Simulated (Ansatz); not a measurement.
**TaN under changes of volume**

One of the cells (10.813 Å³/atom); the others are scaled copies at fixed shape and fractional positions:

```xyz
2
Lattice="0.0000 2.2113 2.2113 2.2113 0.0000 2.2113 2.2113 2.2113 0.0000" Properties=species:S:1:pos:R:3 pbc="T T T"
Ta    2.2113    2.2113    2.2113
N     0.0000    0.0000    0.0000
```

The cell comes from a database or a generator and needn't be the stable form of this composition.

* Program: Ansatz 0.2.0
* Functional: PBE0
* Potentials or basis: Ansatz PAW
* Cutoff: 420 eV (not typed: the program's choice for these potentials)
* k mesh: 6 × 6 × 6
* Occupations: fermi-dirac, width 0.05 eV
* Spin: no spin polarisation

```csv
volume (Å³/atom),energy over the lowest point (meV/atom),pressure (GPa)
10.164,14.30,13.7
10.381,1.64,5.2
10.597,0.00,-2.5
10.813,8.10,-9.4
11.030,24.87,-15.5
11.246,?,?
11.462,81.27,-25.9
```

Problem. What does the run at 11.246 Å³/atom give?

Solution. Energy over the lowest point 49.71 meV/atom; pressure -21.0 GPa.

Worked out: A Birch-Murnaghan fit of order 3 (a polynomial in V^(-2/3)) to the other rows has its minimum at 10.52 Å³/atom with B0 = V·E''(V) = 364 GPa and B' = 4.3. It gives 49.57 meV/atom at 11.246 Å³/atom, against the run's 49.71, and -dE/dV = -21.0 GPa, against -21.0.

Energies are extrapolated to zero smearing.

Caveats: all runs use coarse meshes; the PAW data sets come from PBE, with cores solved anew for the run's functional, which leaves a small shift of forces and pressure; the thresholds are loose for stress.
